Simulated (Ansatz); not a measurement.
Given:

AlSb:
```cif
data_Al4Sb4
_chemical_formula_sum 'Al4 Sb4'
_space_group_name_H-M_alt 'F-43m'
_space_group_IT_number 216
_space_group_name_Hall 'F -4 2 3'
_cell_length_a 6.22462
_cell_length_b 6.22462
_cell_length_c 6.22462
_cell_angle_alpha 90.000
_cell_angle_beta 90.000
_cell_angle_gamma 90.000
loop_
_atom_site_label
_atom_site_type_symbol
_atom_site_symmetry_multiplicity
_atom_site_Wyckoff_symbol
_atom_site_fract_x
_atom_site_fract_y
_atom_site_fract_z
_atom_site_occupancy
Al1 Al 4 a 0.00000 0.00000 0.00000 1
Sb1 Sb 4 d 0.75000 0.75000 0.75000 1
```
(The calculation used a cell of 2 atoms; values per cell refer to that cell.)

This is the PBE-relaxed structure.

All from PBE (plane waves, PAW; program Ansatz), unless another level is named. Give the formation energy from the elements (no fitted shifts).

-0.17 eV/atom.

Give the band gap.

1.24 eV (indirect).

Next, the smallest direct gap on the standard path?

1.28 eV.

What about the conduction-band minimum?

at L (4 equivalent valleys).

And the valence-band maximum?

at Γ.

The PBE relaxation kept the symmetry of its start. The references are the lowest solids computed at this level, not always the standard phases. Spin–orbit coupling is left out wherever it is not named.

Potentials: the later of the program's two PAW sets.
